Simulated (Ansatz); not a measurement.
Crystal: TiCo.

```xyz
2
Lattice="2.9861 0.0000 0.0000 0.0000 2.9861 0.0000 0.0000 0.0000 2.9861" Properties=species:S:1:pos:R:3 pbc="T T T"
Co    1.4931    1.4931    1.4931
Ti    0.0000    0.0000    0.0000
```

The cell comes from a database or a generator and needn't be the stable form of this composition.

* Program: Ansatz 0.2.0
* Task: relaxation of cell and atoms
* Functional: PBEsol
* Potentials or basis: Ansatz PAW
* Cutoff: 420 eV (not typed: the program's choice for these potentials)
* k mesh: 9 × 9 × 9
* Occupations: fermi-dirac, width 0.05 eV
* Spin: collinear spin, ferromagnetic start
* Starting moments: [2.0, 1.0] μB

At the start: volume 13.31 Å³/atom.

How do energy, volume and symmetry change on relaxing?

It ends after 4 steps and the volume is 12.68 Å³/atom (-4.8 %); space group Pm-3m (No. 221, to 0.05 Å); moment 0.61 μB per cell.

The path:
```tsv
step	energy change (eV)	largest force (eV/Å)	volume (Å³)
1	0.0000	0.0000	26.63
2	-0.0343	0.0000	25.39
3	-0.0343	0.0000	25.36
4	-0.0338	0.0000	25.36
```

Final structure:
```yaml
crystal:
  lattice:
    - [2.93795, 0.00000, 0.00000]
    - [0.00000, 2.93795, 0.00000]
    - [0.00000, 0.00000, 2.93795]
  atoms:
    - { symbol: Co, position: [0.50000, 0.50000, 0.50000] }
    - { symbol: Ti, position: [0.00000, 0.00000, 0.00000] }
```

Caveat: the plane-wave basis is chosen anew once the cell has moved, so the energies of steps on either side of that aren't comparable; the PAW data sets come from PBE, with cores solved anew for the run's functional, which leaves a small shift of forces and pressure.
